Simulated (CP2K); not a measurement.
Runs of CP2K 2026.2 on MoS2. Symmetry: P-3m1, No. 164, trigonal system. The conventional cell has a = 3.227 Å, b = 3.227 Å, c = 6.312 Å, α = 90.00°, β = 90.00°, γ = 120.00°. Mo (site symmetry -3m) is surrounded by 6 S at 2.42 Å. Around S (site symmetry 3m) lie 3 Mo at 2.42 Å. Measurements of this composition are mostly on another form, of space group No. 194.

| task | level | potentials or basis | U | cell | k mesh | smearing | EPS_DEFAULT | NGRIDS | CUTOFF of the grids | points a segment of the path (NPOINTS) | bands added on the path | gap on the mesh (eV) | pressure (GPa) | largest force (eV/Å) |
| --- | --- | --- | --- | --- | --- | --- | --- | --- | --- | --- | --- | --- | --- | --- |
| single point | PBEsol | POTENTIAL_UZH Mo GTH-PBE-q14, S GTH-PBE-q6; TZVP-MOLOPT-PBE-GTH basis | - | atoms moved at random, drawn with an rms of 0.05 Å | 9 × 9 × 4 | fermi-dirac 0.05 eV | 1.0E-10 | 5 | 450 Ry | - | - | none | -3.0 | 0.58 |
| band structure | TASK | POTENTIAL_UZH Mo GTH-SCAN-q14, S GTH-SCAN-q6; TZVP-MOLOPT-SCAN-GTH basis | - | as given | 9 × 9 × 4 | fermi-dirac 0.1 eV | 1.0E-10 | 5 | 675 Ry | 6 | 4 | none | 6.0 | 0.05 |
| single point | PBEsol | POTENTIAL_UZH Mo GTH-PBE-q14, S GTH-PBE-q6; TZVP-MOLOPT-PBE-GTH basis | - | as given | 9 × 9 × 4 | fermi-dirac 0.05 eV | 1.0E-10 | 4 | 450 Ry | - | - | none | (c) | 0.26 |
| band structure | r2SCAN | POTENTIAL_UZH Mo GTH-SCAN-q14, S GTH-SCAN-q6; TZVP-MOLOPT-SCAN-GTH basis | - | as given | 9 × 9 × 4 | fermi-dirac 0.01 eV | 1.0E-9 | 4 | 675 Ry | 6 | 2 | none | 1.1 | (a) |
| single point | LDA | GTH_POTENTIALS Mo GTH-PADE-q14, S GTH-PADE-q6; DZVP-MOLOPT-SR-GTH basis | - | as given | 7 × 7 × 4 | fermi-dirac 0.05 eV | 1.0E-10 | 4 | 450 Ry | - | - | none | -5.4 | 0.09 |
| band structure | SCAN | POTENTIAL_UZH Mo GTH-SCAN-q14, S GTH-SCAN-q6; TZVP-MOLOPT-SCAN-GTH basis | - | as given | 9 × 9 × 4 | fermi-dirac 0.01 eV | 1.0E-9 | 5 | 675 Ry | 10 | 6 | none | 0.4 | 0.26 |
| single point | LDA+U | GTH_POTENTIALS Mo GTH-PADE-q14, S GTH-PADE-q6; DZVP-MOLOPT-SR-GTH basis | Mo d U = 2.0 eV | as given | 7 × 7 × 4 | fermi-dirac 0.05 eV | 1.0E-10 | 4 | 450 Ry | - | - | none | - | (b) |

Alike in all rows: no spin polarisation.

Q: Fill in the values left out.

A: (a) 0.25; (b) 0.17; (c) -1.6.

Caveats: the basis of atomic orbitals isn't converged, which shifts pressures, moduli and gaps; the potentials were made for another functional, which shifts forces and pressure (some runs); this functional lacks dispersion, which binds the layers, so the pressure and a relaxed spacing across them are unreliable (some runs); this program's U acts on Mulliken populations of all basis functions of the shell, so it isn't the U of plane-wave codes (some runs); energies scatter by some meV and the pressure isn't listed (some runs); U without spin polarisation on a metal has little footing (some runs).

A k mesh can miss the band edges, and the runs leave out spin-orbit coupling on Mo.

A gap of «none» marks a metal or a gap under the smearing width.
